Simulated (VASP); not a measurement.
Output of a VASP run:

File OUTCAR:
```
 ion  position               nearest neighbor table
   1  0.000  0.000  0.000-   3 2.01   6 2.01   5 2.02   4 2.02   4 2.02   5 2.02   2 3.65   2 3.65
                             2 3.65   2 3.65   2 3.65   2 3.65   2 3.65   2 3.65
   2  0.500  0.500  0.500-   4 2.01   5 2.01   3 2.02   6 2.02   3 2.02   6 2.02   1 3.65   1 3.65
                             1 3.65   1 3.65   1 3.65   1 3.65   1 3.65   1 3.65
   3  0.303  0.303  0.000-   1 2.01   2 2.02   2 2.02
   4  0.803  0.197  0.500-   2 2.01   1 2.02   1 2.02
   5  0.197  0.803  0.500-   2 2.01   1 2.02   1 2.02
   6  0.697  0.697  0.000-   1 2.01   2 2.02   2 2.02
  LATTYP: Found a simple tetragonal cell.
 ALAT       =     4.6779716384
 C/A-ratio  =     0.6590830842
 Subroutine PRICEL returns:
 Original cell was already a primitive cell.
 Subroutine GETGRP returns: Found 16 space group operations
The static configuration has the point symmetry D_2h.
 The point group associated with its full space group is D_4h.
The dynamic configuration has the point symmetry D_2h.
 Subroutine INISYM returns: Found 16 space group operations
 Subroutine IBZKPT returns following result:
 Found     24 irreducible k-points:

 Following reciprocal coordinates:
            Coordinates               Weight
  0.000000  0.000000  0.000000      1.000000
  0.200000  0.000000  0.000000      4.000000
  0.400000  0.000000  0.000000      4.000000
  0.200000  0.200000  0.000000      4.000000
  0.400000  0.200000  0.000000      8.000000
  0.400000  0.400000  0.000000      4.000000
  0.000000  0.000000  0.142857      2.000000
  0.200000  0.000000  0.142857      8.000000
  0.400000  0.000000  0.142857      8.000000
  0.200000  0.200000  0.142857      8.000000
  0.400000  0.200000  0.142857     16.000000
  0.400000  0.400000  0.142857      8.000000
  0.000000  0.000000  0.285714      2.000000
  0.200000  0.000000  0.285714      8.000000
  0.400000  0.000000  0.285714      8.000000
  0.200000  0.200000  0.285714      8.000000
  0.400000  0.200000  0.285714     16.000000
  0.400000  0.400000  0.285714      8.000000
  0.000000  0.000000  0.428571      2.000000
  0.200000  0.000000  0.428571      8.000000
  0.400000  0.000000  0.428571      8.000000
  0.200000  0.200000  0.428571      8.000000
  0.400000  0.200000  0.428571     16.000000
  0.400000  0.400000  0.428571      8.000000
   k-points           NKPTS =     24   k-points in BZ     NKDIM =     24   number of bands    NBANDS=     20
   number of dos      NEDOS =    301   number of ions     NIONS =      6
   total plane-waves  NPLWV =  44800
   dimension x,y,z NGX =    40 NGY =   40 NGZ =   28
   dimension x,y,z NGXF=    80 NGYF=   80 NGZF=   56
   ions per type =               2   4
   PREC   = accura    normal or accurate (medium, high low for compatibility)
   ISTART =      0    job   : 0-new  1-cont  2-samecut
   ICHARG =      2    charge: 1-file 2-atom 10-const
   ISPIN  =      1    spin polarized calculation?
   LNONCOLLINEAR =      F non collinear calculations
   LSORBIT =      F    spin-orbit coupling
   INIWAV =      1    electr: 0-lowe 1-rand  2-diag
   ENCUT  =  620.0 eV  45.57 Ry    6.75 a.u.   9.50  9.50  6.26*2*pi/ulx,y,z
   NELM   =    100;   NELMIN=  2; NELMDL= -5     # of ELM steps
   EDIFF  = 0.1E-05   stopping-criterion for ELM
   LREAL  =      F    real-space projection
   NLSPLINE    = F    spline interpolate recip. space projectors
   LMAXMIX     =    2 max onsite mixed and CHGCAR
   VOSKOWN=      0    Vosko Wilk Nusair interpolation
   EDIFFG = -.2E-01   stopping-criterion for IOM
   NSW    =     40    number of steps for IOM
   NBLOCK =      1;   KBLOCK =     40    inner block; outer block
   IBRION =      2    ionic relax: 0-MD 1-quasi-New 2-CG
   NFREE  =      1    steps in history (QN), initial steepest desc. (CG)
   ISIF   =      3    stress and relaxation
   ISYM   =      2    0-nonsym 1-usesym 2-fastsym
   TEIN   =    0.0    initial temperature
   TEBEG  =    0.0;   TEEND  =   0.0 temperature during run
   SMASS  =  -3.00    Nose mass-parameter (am)
   PSTRESS=   50.0 pullay stress
   NELECT =      32.0000    total number of electrons
...
```

OSZICAR:
```
...
DAV:   4    -0.341458796937E+02   -0.85254E-01   -0.85230E-01  1096   0.770E+00
DAV:   5    -0.341464056906E+02   -0.52600E-03   -0.52598E-03  1096   0.628E-01    0.100E+01
DAV:   6    -0.315090626766E+02    0.26373E+01   -0.11295E+01  1092   0.257E+01    0.307E+00
DAV:   7    -0.315258891076E+02   -0.16826E-01   -0.11598E-01  1036   0.254E+00    0.191E+00
DAV:   8    -0.315539022303E+02   -0.28013E-01   -0.57481E-02  1084   0.285E+00    0.172E-01
DAV:   9    -0.315550219770E+02   -0.11197E-02   -0.33900E-03  1116   0.439E-01    0.767E-02
DAV:  10    -0.315552593786E+02   -0.23740E-03   -0.26987E-04  1072   0.144E-01    0.132E-02
DAV:  11    -0.315552610601E+02   -0.16815E-05   -0.27004E-05  1120   0.434E-02    0.762E-03
DAV:  12    -0.315552614743E+02   -0.41424E-06   -0.96597E-06  1056   0.255E-02
   1 F= -.29449679E+02 E0= -.29449679E+02  d E =-.294497E+02
       N       E                     dE             d eps       ncg     rms          rms(c)
DAV:   1    -0.324044479290E+02   -0.84919E+00   -0.16263E+01  1056   0.387E+01    0.775E+00
DAV:   2    -0.315151323018E+02    0.88932E+00   -0.40441E+00  1084   0.163E+01    0.998E-01
DAV:   3    -0.315042384283E+02    0.10894E-01   -0.33651E-02  1000   0.162E+00    0.512E-01
DAV:   4    -0.314986561365E+02    0.55823E-02   -0.46581E-03  1124   0.714E-01    0.585E-02
DAV:   5    -0.314987035273E+02   -0.47391E-04   -0.19937E-04  1060   0.112E-01    0.263E-02
DAV:   6    -0.314987084616E+02   -0.49343E-05   -0.60454E-06  1076   0.203E-02    0.232E-03
DAV:   7    -0.314987086292E+02   -0.16761E-06   -0.10062E-06   612   0.838E-03
   2 F= -.29498728E+02 E0= -.29498728E+02  d E =-.490494E-01
       N       E                     dE             d eps       ncg     rms          rms(c)
DAV:   1    -0.315173833773E+02   -0.18675E-01   -0.14737E-01  1064   0.366E+00    0.734E-01
DAV:   2    -0.315093480644E+02    0.80353E-02   -0.35750E-02  1080   0.154E+00    0.927E-02
DAV:   3    -0.315092462234E+02    0.10184E-03   -0.26828E-04   996   0.144E-01    0.458E-02
DAV:   4    -0.315091952734E+02    0.50950E-04   -0.42343E-05  1124   0.692E-02    0.527E-03
DAV:   5    -0.315091946754E+02    0.59800E-06   -0.18425E-06   740   0.114E-02
   3 F= -.29499319E+02 E0= -.29499319E+02  d E =-.496408E-01
       N       E                     dE             d eps       ncg     rms          rms(c)
DAV:   1    -0.315085794327E+02    0.61584E-03   -0.41076E-01   960   0.599E+00    0.211E-01
DAV:   2    -0.315088892729E+02   -0.30984E-03   -0.89096E-03  1092   0.818E-01    0.104E-01
DAV:   3    -0.315087120382E+02    0.17723E-03   -0.13743E-04  1080   0.138E-01    0.429E-02
DAV:   4    -0.315086764480E+02    0.35590E-04   -0.70836E-05  1104   0.926E-02    0.599E-03
DAV:   5    -0.315086773796E+02   -0.93159E-06   -0.89973E-06  1020   0.241E-02
   4 F= -.29500280E+02 E0= -.29500280E+02  d E =-.960591E-03
       N       E                     dE             d eps       ncg     rms          rms(c)
DAV:   1    -0.315079383357E+02    0.73811E-03   -0.13390E-01   960   0.342E+00    0.120E-01
DAV:   2    -0.315080431352E+02   -0.10480E-03   -0.29108E-03  1100   0.468E-01    0.587E-02
DAV:   3    -0.315079856060E+02    0.57529E-04   -0.45755E-05  1080   0.792E-02    0.241E-02
DAV:   4    -0.315079743478E+02    0.11258E-04   -0.22467E-05  1100   0.520E-02    0.347E-03
DAV:   5    -0.315079746785E+02   -0.33071E-06   -0.27860E-06   916   0.134E-02
   5 F= -.29500423E+02 E0= -.29500423E+02  d E =-.110391E-02
```

### OUTCAR
```
------------------------ aborting loop because EDIFF is reached ----------------------------------------
  FORCE on cell =-STRESS in cart. coord.  units (eV):
  Direction    XX          YY          ZZ          XY          YZ          ZX
  --------------------------------------------------------------------------------------
  Total        2.0082742      2.0082742      2.0282420      0.0000000      0.0000000      0.0000000
  in kB       50.0180031     50.0180031     50.5153219      0.0000000      0.0000000      0.0000000
  external PRESSURE =       0.1837760 kB  Pullay stress =      50.0000000 kB
  volume of cell :       64.33
      direct lattice vectors                 reciprocal lattice vectors
     4.599254892 -0.000000000  0.000000000     0.217426523 -0.000000000  0.000000000
     0.000000000  4.599254892  0.000000000     0.000000000  0.217426523  0.000000000
     0.000000000  0.000000000  3.041111064     0.000000000  0.000000000  0.328827188
 POSITION                                       TOTAL-FORCE (eV/Angst)
 -----------------------------------------------------------------------------------
      0.00000     -0.00000      0.00000        -0.000000      0.000000      0.000000
      2.29963      2.29963      1.52056         0.000000      0.000000      0.000000
      1.39121      1.39121      0.00000         0.001642      0.001642     -0.000000
      3.69083      0.90842      1.52056         0.001642     -0.001642      0.000000
      0.90842      3.69083      1.52056        -0.001642      0.001642     -0.000000
      3.20805      3.20805      0.00000        -0.001642     -0.001642      0.000000
 -----------------------------------------------------------------------------------
    total drift:                                0.000000      0.000000      0.000000
  FREE ENERGIE OF THE ION-ELECTRON SYSTEM (eV)
  ---------------------------------------------------
  free  energy   TOTEN  =       -31.5079746785 eV

  energy  without entropy=      -31.5079746785  energy(sigma->0) =      -31.50797468
  enthalpy is  TOTEN    =       -29.5004233360 eV   P V=        2.0075513425

 reached required accuracy - stopping structural energy minimisation
```
(Selected blocks of OUTCAR.)

### POSCAR
```
MgF2
1
    4.6779716384     0.0000000000     0.0000000000
    0.0000000000     4.6779716384     0.0000000000
    0.0000000000     0.0000000000     3.0831719754
Mg F
2 4
Direct
  0.0000000000   0.0000000000   0.0000000000
  0.5000000000   0.5000000000   0.5000000000
  0.3032690324   0.3032690324   0.0000000000
  0.8032690324   0.1967309676   0.5000000000
  0.1967309676   0.8032690324   0.5000000000
  0.6967309676   0.6967309676   0.0000000000
```

Question: Reconstruct the remaining input files.

Answer: One answer among several that fit: the input of the run itself, PBE GGA, plane waves, VASP's PBE PAW potentials (set 64).

### INCAR
```
# general
SYSTEM  = MgF2
PREC    = Accurate
ENCUT   = 620   # plane-wave cut-off (eV)
LREAL   = .False.
LASPH   = .True.   # aspherical one-centre terms

# electronic loop
EDIFF   = 1E-6   # SCF stop (eV)
NELM    = 100
ALGO    = Normal   # blocked Davidson

# smearing
ISMEAR  = 0   # Gaussian
SIGMA   = 0.05   # width (eV)

# functional
GGA     = PE

# ions
IBRION  = 2   # conjugate gradients
NSW     = 40   # most ionic steps
ISIF    = 3   # ions, shape and volume
EDIFFG  = -0.02
PSTRESS = 50   # kbar

# output
LWAVE   = .False.
LCHARG  = .False.
```

**KPOINTS**
```
Automatic mesh
0
Gamma
5 5 7
0 0 0
```

POTCAR, in this order: Mg F (PBE.64 set). Program: vasp_std.

Energy and stress use the plane-wave basis of the starting cell.

The compound is MgF2 in the rutile structure. This run relaxes it under an external pressure of 5 GPa. Symmetry was kept, so distortions that lower it aren't found.
